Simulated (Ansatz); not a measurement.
Which of these structures of P lies lowest?

Theory: DFT, PBE, all-electron LAPW, scalar-relativistic in Ansatz 0.2.0.

Each cell is taken as listed (from a database or a relaxation; residual pressures are under 0.6 GPa and forces under 0.08 eV/Å), on meshes of about 0.2 Å⁻¹ spacing; energies are extrapolated to zero smearing, with no zero-point or thermal terms. Other structures, the observed one among them, may be missing from this set and lie lower. No run is spin-polarised.

Order the structures by energy per atom, lowest first, and give the differences.
A.
```cif
data_structure
_symmetry_space_group_name_H-M 'Fd-3m:1'
_symmetry_Int_Tables_number 227
_cell_length_a 5.4803
_cell_length_b 5.4803
_cell_length_c 5.4803
_cell_angle_alpha 90.000
_cell_angle_beta 90.000
_cell_angle_gamma 90.000
_cell_volume 164.59
loop_
_atom_site_label
_atom_site_type_symbol
_atom_site_symmetry_multiplicity
_atom_site_Wyckoff_symbol
_atom_site_fract_x
_atom_site_fract_y
_atom_site_fract_z
_atom_site_occupancy
P1 P 8 b 0.00000 0.00000 0.50000 1
```
(diamond type, relaxed by us; 11×11×11 mesh on the primitive cell, smearing 0.08 eV, P = 0.0 GPa)
B.
```cif
data_structure
_symmetry_space_group_name_H-M 'Fm-3m'
_symmetry_Int_Tables_number 225
_cell_length_a 3.8757
_cell_length_b 3.8757
_cell_length_c 3.8757
_cell_angle_alpha 90.000
_cell_angle_beta 90.000
_cell_angle_gamma 90.000
_cell_volume 58.22
loop_
_atom_site_label
_atom_site_type_symbol
_atom_site_symmetry_multiplicity
_atom_site_Wyckoff_symbol
_atom_site_fract_x
_atom_site_fract_y
_atom_site_fract_z
_atom_site_occupancy
P1 P 4 a 0.00000 0.00000 0.00000 1
```
(fcc type, relaxed by us; 20×20×20 mesh on the primitive cell, smearing 0.05 eV, P = 0.1 GPa)
C.
```
P
1.0
     2.70538    0.00000    0.00000
    -1.35269    2.34293    0.00000
     0.00000    0.00000    4.58769
P
2
Direct
  0.33333 0.66667 0.25000
  0.66667 0.33333 0.75000
```
(hcp type, relaxed by us; 15×15×8 mesh on the primitive cell, smearing 0.05 eV, P = 0.0 GPa)

A (0 meV/atom), C (263 meV/atom), B (311 meV/atom).
